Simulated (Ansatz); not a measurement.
## Equation of state of KI

```
K I
1.0
     0.00000    3.52455    3.52455
     3.52455    0.00000    3.52455
     3.52455    3.52455    0.00000
K I
1 1
Direct
  0.00000 0.00000 0.00000
  0.50000 0.50000 0.50000
```

The cell is COD entry 9009735, as deposited and not checked against the literature; nothing was relaxed.

Spin–orbit coupling is left out, though it moves levels of the heavy atoms by tenths of an eV or more.

All numbers are computed: DFT, PBEsol, all-electron LAPW, scalar-relativistic (Ansatz 0.2.0); DFT, PBEsol, PAW with Ansatz's default frozen-core files, scalar-relativistic (Ansatz 0.2.0).

For LAPW: a Γ-centred 8×8×8 k mesh, Fermi–Dirac smearing of 0.01 eV, basis error target 1 meV/atom, no spin polarisation. PAW takes a cutoff of 420 eV at this cell (files made with PBE, cores remade for this functional). The Ansatz runs share mesh, smearing and spin set-up. Plane-wave (PAW) pressures include the program's estimate of the Pulay term.

The cell above is scaled evenly, with fractional coordinates and shape held.

| V/V(cell) | V (Å³/atom) | P, LAPW (GPa) | P, PAW (GPa) | gap on the k mesh, LAPW (eV) |
| --- | --- | --- | --- | --- |
| 0.9400 | 41.157 | 0.60 | 0.60 | 3.97 |
| 0.9600 | 42.032 | 0.30 | 0.29 | 3.92 |
| 0.9800 | 42.908 | 0.03 | 0.03 | 3.88 |
| 0.9900 | 43.346 | -0.09 | -0.09 | 3.85 |
| 1.0000 | 43.784 | -0.21 | -0.21 | 3.83 |
| 1.0100 | 44.221 | -0.32 | -0.32 | 3.81 |
| 1.0200 | 44.659 | -0.42 | -0.42 | 3.79 |
| 1.0400 | 45.535 | -0.60 | -0.60 | 3.75 |
| 1.0600 | 46.411 | -0.77 | -0.77 | 3.71 |

(1) What do Birch–Murnaghan fits to the pressures give?

Answers

(1) LAPW: V0 = 43.01 Å³/atom, B0 = 12 GPa, B0′ = 5.0; PAW: V0 = 43.00 Å³/atom, B0 = 12 GPa, B0′ = 5.0.
